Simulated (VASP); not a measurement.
**Pb: single point with PBE**

Crystal: Pb.

```
Pb
1.0
     3.25712    0.00000    0.00000
     1.08618    3.07068    0.00000
     1.08618    0.76792    2.97311
Pb
1
Direct
  0.00000 0.00000 0.00000
```

The cell was built by a generator and needn't be a form met in nature.

* Program: VASP 6.6.1
* Task: single point
* Functional: PBE
* Potentials or basis: VASP PAW PBE potentials, release 64 (Pb_d)
* Cutoff: 520 eV
* k mesh: 11 × 11 × 11
* Occupations: gaussian, width 0.2555 eV
* Spin: no spin polarisation

```json
{"Pressure": "5.1 GPa", "Band gap on the k mesh": "none (metal or under the smearing width)"}
```

Stress tensor (GPa, compression positive):
```
6.50 2.42 1.87
2.42 4.78 1.33
1.87 1.33 4.10
```

Levels at points of the mesh, in eV from the Fermi level:
```
           k point  band 4  band 5  band 6  band 7  band 8  band 9  band 10  band 11
(0.00, 0.00, 0.00)  -16.94  -16.94  -12.03    6.05    6.05    7.20     9.87    11.01
```

Run time: 13 s on 1 thread of Intel(R) Xeon(R) Platinum 8488C (Sapphire Rapids), with other jobs on the host, peak memory 0.17 GiB.

Spin-orbit coupling is left out, which matters for the levels of Pb.
